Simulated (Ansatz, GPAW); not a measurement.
# Ballistic transport through a Bi chain with an N atom on top of one atom, cheap and dear, part 3 of 3

Aim: T(E), conductance and thermopower of a Bi chain with an N atom on top of one atom, and what cheaper settings cost in accuracy.

GPAW 26.7.0 and Ansatz 0.2.0; Ansatz plane waves; Landauer transmission by layers, zero bias (the session's first sound run).

So far, transmission at the Fermi level (one spin): step 2 (plane waves, LDA) 1.36; step 3 (double-zeta polarised basis, PBE, GPAW) 1.36; step 4 (single-zeta polarised basis, PBE, GPAW) 1.39; step 5 (GPAW, sz: basis = "sz(dzp)", PBE, GPAW) 1.34; step 6 (LDA in the dzp basis: xc = "LDA") 1.38.

## (9) Temperature 1000, smearing 0.025

Temperature enters only through the Fermi window. Smearing helps the SCF of a metal converge, but it blurs occupations at band edges near the Fermi level.

This step: GPAW LCAO, PAW setups; Landauer transmission from Green's functions with principal layers (ASE), zero bias (GPAW 26.7.0).

Contents of run.py:

```python
import json
import numpy as np
from ase import Atoms
from ase.transport.calculators import TransportCalculator
from gpaw import GPAW, FermiDirac
from gpaw.lcao.tools import get_lcao_hamiltonian
from scipy.linalg import eigh

# The junction with lead layers at both ends, along the third cell vector
device = Atoms(
    ['Bi', 'Bi', 'Bi', 'Bi', 'Bi', 'N', 'Bi', 'Bi', 'Bi', 'Bi'],
    positions=[
        [4.50000, 4.50000, 1.45000],
        [4.50000, 4.50000, 4.35000],
        [4.50000, 4.50000, 7.25000],
        [4.50000, 4.50000, 10.15000],
        [4.50000, 4.50000, 13.05000],
        [6.41820, 4.50000, 13.05000],
        [4.50000, 4.50000, 15.95000],
        [4.50000, 4.50000, 18.85000],
        [4.50000, 4.50000, 21.75000],
        [4.50000, 4.50000, 24.65000]],
    cell=[[9.0, 0.0, 0.0], [0.0, 9.0, 0.0], [0.0, 0.0, 26.1]],
    pbc=True)

# One principal layer of the lead: the first 2 atoms of the device
lead = Atoms(
    ['Bi', 'Bi'],
    positions=[
        [4.50000, 4.50000, 1.45000],
        [4.50000, 4.50000, 4.35000]],
    cell=[[9.0, 0.0, 0.0], [0.0, 9.0, 0.0], [0.0, 0.0, 5.8]],
    pbc=True)

settings = dict(mode='lcao', basis='dzp', xc='PBE', h=0.18,
                occupations=FermiDirac(0.025), maxiter=250,
                mixer=dict(beta=0.1, nmaxold=8, weight=100.0),
                convergence=dict(density=0.0001))
energies = np.arange(-2, 2 + 1e-9, 0.05)
eta = 0.0001
n1, n2 = 1, 1
# k and -k transmit alike, so half of the mesh across the current serves
mesh = [(i, j) for i in range(n1) for j in range(n2) if (i, j) <= (-i % n1, -j % n2)]
weights = np.array([1 if (i, j) == (-i % n1, -j % n2) else 2 for i, j in mesh]) / (n1 * n2)

# [... helper functions left out ...]
fermi_lead = ground_state(lead, (1, 1, 19), 'lead.txt')
fermi_device = ground_state(device, (1, 1, 3), 'device.txt')
# [... loop over the mesh left out, but for ...]
        # Shift the lead onto the potential of the device's first layer
        shift = ((H[:, 0, 0] - H0[:, 0, 0]) / S0[0, 0]).real.mean()
# [...]
kT = 8.617333e-5 * 1000
bias = [0.1, 0.2, 0.5, 1.0, 1.5, 2.0]
# [... integrals and printing left out ...]
```

Started as:

```sh
OMP_NUM_THREADS=1 OPENBLAS_NUM_THREADS=2 python run.py
```

The program printed:

```text
basis functions: device 220, principal layer 46
Fermi level: lead -2.8518 eV, device -2.8490 eV; lead shifted by -0.0240 eV
largest coupling past the next layer 5.83e-06 eV, largest misfit of the first layer 0.041 eV
  E-E_F (eV)   T (one spin)  [channel counts left out]
    -2.000    9.8666e-01
    -1.950    9.9365e-01
    -1.900    6.9350e-01
    -1.850    3.4576e-03
    -1.800    2.8767e-01
    -1.750    4.5306e-01
    -1.700    5.2451e-01
    -1.650    5.5469e-01
    -1.600    5.6228e-01
    -1.550    5.5329e-01
    -1.500    5.2597e-01
    -1.450    5.7167e-01
    -1.400    7.9937e-01
    -1.350    9.4430e-01
    -1.300    1.0603e+00
    -1.250    1.1553e+00
[...]
1.650    1.2556e+00
     1.700    1.1377e+00
     1.750    9.3720e-01
     1.800    9.0919e-01
     1.850    9.1873e-01
     1.900    9.2556e-01
     1.950    9.3100e-01
     2.000    9.3554e-01
conductance at 1000 K: 1.3571 G0 a cell; thermopower 3.075 uV/K
current from the zero-bias T(E) at 0.1 V: 10.517 uA
current from the zero-bias T(E) at 0.2 V: 21.043 uA
current from the zero-bias T(E) at 0.5 V: 52.775 uA
current from the zero-bias T(E) at 1.0 V: 106.48 uA
current from the zero-bias T(E) at 1.5 V: 161.16 uA
current from the zero-bias T(E) at 2.0 V: 215.91 uA
```

It took 50 s on 2 threads of Intel Xeon 6975P-C (Granite Rapids), shared host; peak memory 1.3 GiB.

Numbers from this step:

```
conductance                                    : 1.357 G₀
thermopower                                    : 3.075 μV/K
largest coupling past the next principal layer : 5.83e-6 eV
largest misfit of the first principal layer    : 0.04113 eV
shift that aligns the lead                     : -0.02399 eV
transmission at the Fermi level (one spin)     : 1.350
```

One spin. The transmission, zone mean by energy, zero at the Fermi level:

```
energy (eV)  transmission, zone mean
      -2.00                    0.987
      -1.90                    0.694
      -1.80                    0.288
      -1.70                    0.525
      -1.55                    0.553
      -1.45                    0.572
      -1.35                    0.944
      -1.25                     1.16
      -1.15                     1.29
      -1.05                     1.37
      -0.90                     1.43
      -0.80                     1.45
      -0.70                     1.46
      -0.60                     1.47
      -0.50                     1.46
      -0.40                     1.45
      -0.25                     1.41
      -0.15                     1.39
      -0.05                     1.36
       0.00                     1.35
       0.05                     1.34
       0.15                     1.33
       0.25                     1.32
       0.40                     1.33
       0.50                     1.34
       0.60                     1.36
       0.70                     1.38
       0.80                     1.40
       0.90                     1.42
       1.05                     1.45
       1.15                     1.46
       1.25                     1.47
       1.35                     1.46
       1.45                     1.44
       1.55                     1.38
       1.70                     1.14
       1.80                    0.909
       1.90                    0.926
       2.00                    0.936
```

Not self-consistent under bias; the bias window is split evenly. Table of current through one cell, from the zero-bias transmission by bias:

```
bias (V)  current through one cell, from the zero-bias transmission (μA)
   0.100                                                            10.5
   0.200                                                            21.0
   0.500                                                            52.8
   1.000                                                             106
   1.500                                                             161
   2.000                                                             216
```

Table of transmission of the three most open eigenchannels by energy, zero at the Fermi level:

```
energy (eV)  channel 1  channel 2  channel 3
      -2.00      0.987    3.0e-11          0
      -1.85    0.00346    4.5e-10    2.3e-12
      -1.70      0.525    3.8e-11          0
      -1.60      0.562    3.6e-11    1.3e-11
      -1.45      0.531     0.0378    0.00276
      -1.30      0.617      0.366     0.0772
      -1.15      0.619      0.538      0.132
      -1.05      0.615      0.614      0.141
      -0.90      0.699      0.598      0.134
      -0.75      0.763      0.576      0.121
      -0.60      0.812      0.550      0.105
      -0.50      0.839      0.534     0.0900
      -0.35      0.868      0.509     0.0617
      -0.20      0.888      0.484     0.0295
      -0.05      0.900      0.456    0.00511
       0.00      0.903      0.446    0.00117
       0.05      0.905      0.435     1.8e-5
       0.20      0.910      0.400     0.0148
       0.35      0.913      0.360     0.0542
       0.50      0.917      0.318      0.110
       0.60      0.919      0.290      0.152
       0.75      0.923      0.251      0.216
       0.90      0.927      0.279      0.214
       1.05      0.930      0.337      0.181
       1.15      0.931      0.371      0.159
       1.30      0.931      0.410      0.125
       1.45      0.929      0.421     0.0886
       1.60      0.922      0.361     0.0479
       1.70      0.913      0.207     0.0183
       1.85      0.919     1.5e-8    6.7e-11
       2.00      0.936    5.6e-10    2.2e-11
```

With these changes, and at 1000 K in place of 77 K, the conductance is 1.36 G₀ against 1.36 in the dzp run; T at the Fermi level, which temperature doesn't enter, is 1.35 against 1.36.

## (10) A second varied run

A last run, with other settings again.

run.py: that of step 9 with these lines changed.

```diff
@@ -34,4 +34,4 @@
 
-settings = dict(mode='lcao', basis='dzp', xc='PBE', h=0.18,
-                occupations=FermiDirac(0.025), maxiter=250,
+settings = dict(mode='lcao', basis='dzp', xc='PBE', h=0.5,
+                occupations=FermiDirac(0.1), maxiter=100,
                 mixer=dict(beta=0.1, nmaxold=8, weight=100.0),
@@ -52,3 +52,3 @@
 # [...]
-kT = 8.617333e-5 * 1000
+kT = 8.617333e-5 * 77
 bias = [0.1, 0.2, 0.5, 1.0, 1.5, 2.0]
```

The program printed:

```text
basis functions: device 220, principal layer 46
Fermi level: lead -2.8525 eV, device -2.7127 eV; lead shifted by 0.0132 eV
largest coupling past the next layer 5.82e-06 eV, largest misfit of the first layer 0.206 eV
  E-E_F (eV)   T (one spin)  [channel counts left out]
    -2.000    8.4714e-01
    -1.950    8.4959e-01
    -1.900    8.5175e-01
    -1.850    8.5361e-01
    -1.800    8.5517e-01
    -1.750    8.5640e-01
    -1.700    8.5726e-01
    -1.650    8.5769e-01
    -1.600    8.5759e-01
    -1.550    8.5677e-01
    -1.500    8.5481e-01
    -1.450    8.5020e-01
    -1.400    8.9507e-01
    -1.350    9.5404e-01
    -1.300    9.9313e-01
    -1.250    1.0237e+00
[...]
1.650    1.0213e+00
     1.700    9.9187e-01
     1.750    9.4441e-01
     1.800    8.5472e-01
     1.850    8.3743e-01
     1.900    8.2624e-01
     1.950    8.1707e-01
     2.000    8.1015e-01
conductance at 77 K: 1.1604 G0 a cell; thermopower 0.2585 uV/K
current from the zero-bias T(E) at 0.1 V: 8.988 uA
current from the zero-bias T(E) at 0.2 V: 17.96 uA
current from the zero-bias T(E) at 0.5 V: 44.637 uA
current from the zero-bias T(E) at 1.0 V: 87.803 uA
current from the zero-bias T(E) at 1.5 V: 129.43 uA
current from the zero-bias T(E) at 2.0 V: 170.26 uA
```

Wall time 10 s (2 threads); peak memory 0.25 GiB.

The run finished. A setting was moved off its sound value on purpose, so it serves as a test and not as the result.

The fault put into the input: a grid far too coarse (h = 0.5).

Side by side:

```
                                           quantity  this run   sound run  difference
                                   conductance (G₀)    1.1604      1.3554      -0.195
largest coupling past the next principal layer (eV)  5.821e-6    5.832e-6     -1.1e-8
   largest misfit of the first principal layer (eV)   0.20565    0.042213       0.163
                    shift that aligns the lead (eV)  0.013177  -0.0085835      0.0218
         transmission at the Fermi level (one spin)    1.1606      1.3552      -0.195
```

One result that differs is the largest misfit of the first principal layer, 0.206 eV against 0.0422 eV.

## (11) What came out

* conductance: 1.36 G₀
* transmission at the Fermi level, mean of the spins: 1.36
* thermopower: about 0 (under 1.5 μV/K)

In words: In the dzp basis the junction conducts 1.36 G₀ at 77 K, with T = 1.36 a spin at the Fermi level; the sz basis reaches that conductance within 10 %. Plane waves (LDA) give T = 1.36 there. At the Fermi level two eigenchannels carry the current (0.90 and 0.45). Measured against the first run (pw-lda), the nearest curve is that of dzp-LDA (r.m.s. 0.040) and the farthest that of sz (0.18). Over the compared runs wall time goes from 36 s (sz) to 186 s (pw-lda), on a shared host. The geometry was built from estimated bond lengths and not relaxed, so the numbers describe this model structure. Spin-orbit coupling is left out, which matters for the heavy atoms here. An evenly spaced straight chain is an idealisation: free chains tend to dimerise, zigzag or, where a band edge lies near the Fermi level, turn magnetic. The currents use the zero-bias T(E) throughout, which holds only while the bias is small against the distance to the nearest feature. The energy step is wider than the thermal energy, so the conductance and thermopower rest on interpolation of T(E).

[Logs are printed without paths, hosts, clocks, repeated set-up lines and the standing remarks that a program may print on its own settings, such as how far it seeks lower states.]

[Hosts, paths, dates, database ids (printed as entryN), source tags and the programs' standing remarks are cut or masked in the printed files.]
